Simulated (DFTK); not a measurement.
Wanted: the native input for a DFTK 0.8.2 run.

```
Task                         : single point
Functional                   : PBE
Potentials or basis          : SPMS 1.0 (PBE)
Cutoff                       : 1225 eV
k mesh                       : 9 × 9 × 9
Occupations                  : fermi-dirac, width 0.05 eV
Spin                         : no spin polarisation
Valence electrons            : O 6, Pb 14
SCF tolerance on the density : 1e-06
```

The system is PbO2.

```
Pb O
1.0
     0.00000    2.70199    2.70199
     2.70199    0.00000    2.70199
     2.70199    2.70199    0.00000
Pb O
1 2
Direct
  0.00000 0.00000 0.00000
  0.75000 0.75000 0.75000
  0.25000 0.25000 0.25000
```

The cell comes from a database or a generator and needn't be the stable form of this composition.

These files were run (other wordings do the same):

run.jl

```julia
using DFTK
using PseudoPotentialData
using Unitful, UnitfulAtomic
using LinearAlgebra, Printf
include("save.jl")
disable_threading()

# lattice vectors are the columns
lattice = austrip(1u"Å") * [           0.0       2.701992       2.701992;
                 2.701992            0.0       2.701992;
                 2.701992       2.701992            0.0]
symbols   = [:Pb, :O, :O]
positions = [[0.0, 0.0, 0.0],
             [0.75, 0.75, 0.75],
             [0.25, 0.25, 0.25]]
pseudopotentials = Dict(:O => "O.upf", :Pb => "Pb.upf")
elements = Dict(s => ElementPsp(s, pseudopotentials; rcut=10.0) for s in unique(symbols))
atoms    = [elements[s] for s in symbols]

build_model(lattice, positions; symmetries=true) =
    model_DFT(lattice, atoms, positions;
              functionals=PBE(),
              temperature=austrip(0.05u"eV"),
              smearing=Smearing.FermiDirac(),
              symmetries)
Ecut  = 45.0  # hartree
kgrid = [9, 9, 9]
tol   = 1e-6
to_GPa = ustrip(uconvert(u"GPa", 1u"hartree/bohr^3"))

model = build_model(lattice, positions)
basis = PlaneWaveBasis(model; Ecut, kgrid)
display(basis)
scfres = self_consistent_field(basis;
                               tol,
                               nbandsalg=AdaptiveBands(model; n_bands_converge=18))
display(scfres.energies)
@printf "Fermi level: %.6f eV\n" ustrip(auconvert(u"eV", something(scfres.εF, NaN)))
forces = compute_forces_cart(scfres)
println("Forces (eV/Å)")
for (s, f) in zip(symbols, forces)
    @printf "%-3s %12.6f %12.6f %12.6f\n" s ustrip.(auconvert.(u"eV/Å", f))...
end
stress = compute_stresses_cart(scfres)
println("Stress (GPa)")
display(round.(stress * to_GPa; digits=4))
println("Levels at the first k-point (eV): ", round.(ustrip.(auconvert.(u"eV", scfres.eigenvalues[1][1:scfres.n_bands_converge])); digits=4))
save_scf!(scfres; forces, stress)
```

Potentials or basis: SPMS 1.0 (PBE).

Command:

```console
$ julia --threads=1 run.jl  # save.jl only writes the numbers to a file and isn't shown; printed stress counts tension as positive; times include loading and compiling
```

Results of the run:

- Pressure: -0.3 GPa
- Band gap on the k mesh: none (metal or under the smearing width)

It took 5.7 min on 1 thread of Intel(R) Xeon(R) Platinum 8175M CPU @ 2.50GHz (Skylake/Cascade Lake), on a shared host, peak memory 1.8 GiB.
